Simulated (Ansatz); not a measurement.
# Strain response of WSe$_{2}$

All numbers below come from Ansatz 0.2.0, DFT PBE+D3(BJ), scalar-relativistic, plane waves, PAW. (420 eV cutoff, 12×12×2 k-mesh, Gaussian smearing of 0.02 eV, no spin polarisation)

Reference structure (relaxed):

```
CELL_PARAMETERS angstrom
3.27917 0.00000 0.00000
-1.63959 2.83985 0.00000
0.00000 0.00000 12.78840
ATOMIC_POSITIONS crystal
W 0.66667 0.33333 0.24996
W 0.33333 0.66667 0.75004
Se 0.33333 0.66667 0.38166
Se 0.66667 0.33333 0.88173
Se 0.33333 0.66667 0.11827
Se 0.66667 0.33333 0.61834
```

Deformation: uniaxial strain along a, with the lengths of b and c and the atoms relaxed and the angles held, all within the symmetry that the strain leaves. Energies are extrapolated to zero smearing. Gaps are Kohn–Sham gaps over the whole zone.

Spin-orbit coupling is left out, which matters for the bands and energies of heavy elements.

Task: Give the structure at -1.5 %.

Result:
```
CELL_PARAMETERS angstrom
3.22999 0.00103 0.00000
-1.61409 2.84679 0.00000
0.00000 0.00000 12.81818
ATOMIC_POSITIONS crystal
W 0.66696 0.33399 0.25000
W 0.33304 0.66601 0.75000
Se 0.33477 0.66977 0.38199
Se 0.66522 0.33022 0.88200
Se 0.33478 0.66978 0.11800
Se 0.66523 0.33023 0.61801
```
Space group Cmcm (63), 2.8 meV/atom over the relaxed crystal.